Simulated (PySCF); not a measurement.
## How good is the calculation?

Bonds (- single, = double, # triple, : aromatic): C1-C2 1.528 Å, C2-C3 1.528 Å, C2-C4 1.522 Å, C2-O5 1.419 Å. C1 carries H6, H7, H8; C3 carries H9, H10, H11; C4 carries H12, H13, H14; O5 carries H15.

Measured values that the calculation should reproduce: δ $^{13}$C C2 68.9; C1/C3/C4 31.2; δ $^{1}$H H6/H7/H8/H9/H10/H11/H12/H13/H14 1.26 ppm (measured; solution, not stated per compound (mostly CDCl3 or CCl4); Pretsch, Buehlmann, Badertscher, Structure Determination of Organic Compounds, 4th ed. (2009)).
δ $^{13}$C C2 68.1; C1/C3/C4 30.5 ppm (measured; solution, toluene-d8, 298 K; Fulmer et al., Organometallics 2010, 29, 2176). Coupling constants: $^{1}J$(C1,C2) 39.5 Hz.

[PySCF 2.14: shieldings: GIAO PBE0/pcSseg-1; B3LYP/pcJ-1 coupling constants (without the spin–dipole term); PBE0-D3(BJ)/def2-SVP geometry; non-relativistic Hamiltonian; no solvent; one conformer; equivalent nuclei averaged]

Problem. How close does the calculation come?

Solution. 
Reference values: measured (solution, not stated per compound (mostly CDCl3 or CCl4); Pretsch, Buehlmann, Badertscher, Structure Determination of Organic Compounds, 4th ed. (2009)).
| atoms | quantity | reference | computed | computed, scaled |
| --- | --- | --- | --- | --- |
| C2 | δ $^{13}$C | 68.9 | 66.8 | 64.2 |
| C1/C3/C4 | δ $^{13}$C | 31.2 | 32.6 | 31.0 |
| H6/H7/H8/H9/H10/H11/H12/H13/H14 | δ $^{1}$H | 1.26 | 1.16 | 1.32 |

Reference values: measured (solution, toluene-d8, 298 K; Fulmer et al., Organometallics 2010, 29, 2176).
| atoms | quantity | reference | computed | computed, scaled |
| --- | --- | --- | --- | --- |
| C2 | δ $^{13}$C | 68.1 | 66.8 | 64.2 |
| C1/C3/C4 | δ $^{13}$C | 30.5 | 32.6 | 31.0 |

Computed shifts are σ(ref) − σ with the named reference compound (TMS for H and C) calculated as an isolated molecule at the same level. The measured values may be among those fitted. Empirical linear scaling, fitted to shifts measured mostly in CDCl3 for H and C (δ vs TMS): $^{13}$C: δ = 178.46 − 0.972σ (rms 2.0 ppm, 209 shifts, 2.2 ppm with the 3 outliers that the fit left out); $^{1}$H: δ = 29.85 − 0.948σ (rms 0.21 ppm, 133 shifts). Occasional misses reach two or three times the rms, and more in compound classes unlike the fitted ones. H not on carbon is unscaled (vs computed TMS).

Coupling constants in Hz:
```tsv
coupling	reference	computed	source
$^{1}J$(C1,C2)	39.5	39.8	measured; liquid or solution; F. J. Weigert, PhD thesis, Caltech 1968 (Carbon-13 magnetic resonance spectroscopy)
```

Problem. How far are the unscaled $^{13}$C shifts from the references?

Solution. Mean signed difference +0.02 ppm, mean absolute 1.73 ppm over 4 comparisons; the largest is -2.1 ppm at C2 (fully substituted sp3 carbon bonded to O).

6 of the 48 published NMR values on file for this molecule are compared. The rest: values from further sources, exchangeable protons in solution, protons in aromatic solvents.
